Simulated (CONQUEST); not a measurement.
Crystal: Pd.

```
Pd
1.0
     2.75277    0.00000    0.00000
     0.00000    2.75277    0.00000
     0.00000    0.00000    3.89300
Pd
2
Direct
  0.00000 0.00000 0.00000
  0.50000 0.50000 0.50000
```

Base run:

```yaml
Program: CONQUEST 1.3
Functional: PBE
Potentials_or_basis: PseudoDojo NC PBE, SZ, grid cutoff 120 Ha
k_mesh: 8 × 8 × 6
Occupations: fermi-dirac, width 0.05 eV
Spin: no spin polarisation
```

Its results: band gap on the k mesh none (metal or under the smearing width); pressure 26.5 GPa.

The run is repeated on the same cell with these changes: potentials or basis from PseudoDojo NC PBE, SZ, grid cutoff 120 Ha to PseudoDojo NC PBE, DZ, grid cutoff 120 Ha. What comes out?

Band gap on the k mesh none (metal or under the smearing width); pressure 6.6 GPa.

Caveats: the atomic basis is small; the basis of atomic orbitals isn't converged, which shifts pressures, moduli and gaps; the real-space grid breaks the cell's symmetry a little; so large a pressure means that the cell lies far from this level's equilibrium, or that cutoff or potentials fall short (some runs).
